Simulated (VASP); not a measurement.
Set up this calculation in VASP 6.6.1, as the native input.

```
Task                   : single point
Functional             : PBE
Potentials or basis    : VASP PAW PBE potentials, release 64 (In_d, As)
Cutoff                 : 520 eV
k mesh                 : 8 × 8 × 8
Occupations            : gaussian, width 0.015 eV
Spin                   : no spin polarisation
Further INCAR settings : ALGO = Normal; EDIFF = 1e-06; NBANDS = 16
```

The structure of InAs lies in POSCAR:

```
InAs
1.0
    0.0000000000      3.0180000000      3.0180000000
    3.0180000000      0.0000000000      3.0180000000
    3.0180000000      3.0180000000      0.0000000000
In As
1 1
Direct
    0.0000000000      0.0000000000      0.0000000000
    0.7500000000      0.7500000000      0.7500000000
```

The input as run:

INCAR

```
PREC     = Accurate       # precision mode
ENCUT    = 520            # plane-wave cutoff, eV
EDIFF    = 1E-6           # SCF threshold, eV
ISMEAR   = 0              # smearing method
SIGMA    = 0.015          # smearing width, eV
LREAL    = F              # projectors in reciprocal space
LASPH    = T              # aspherical terms in the spheres
NELM     = 60             # most SCF steps
ALGO     = Normal         # electronic algorithm
ISIF     = 2              # what is computed and relaxed
LWAVE    = F              # write WAVECAR
LCHARG   = F              # write CHGCAR
GGA      = PE             # functional
NBANDS   = 16             # bands
```

KPOINTS

```
Automatic mesh
0
Gamma
  8 8 8
```

Potentials or basis: VASP PAW PBE potentials, release 64 (In_d, As).

Command:

```console
$ cat potpaw_PBE.64/In_d/POTCAR potpaw_PBE.64/As/POTCAR > POTCAR
$ mpirun -np 1 vasp_std > vasp.out
```

It gave:

```yaml
Pressure: 4.4 GPa
Band_gap_on_the_k_mesh: none (metal or under the smearing width)
```

Caveat: this crystal is a semiconductor, whose small gap the functional closes, so the metal is an error of the method.

Wall time 8.6 s on 1 thread of Intel(R) Xeon(R) 6975P-C (Granite Rapids), with other jobs on the host, peak memory 0.18 GiB.
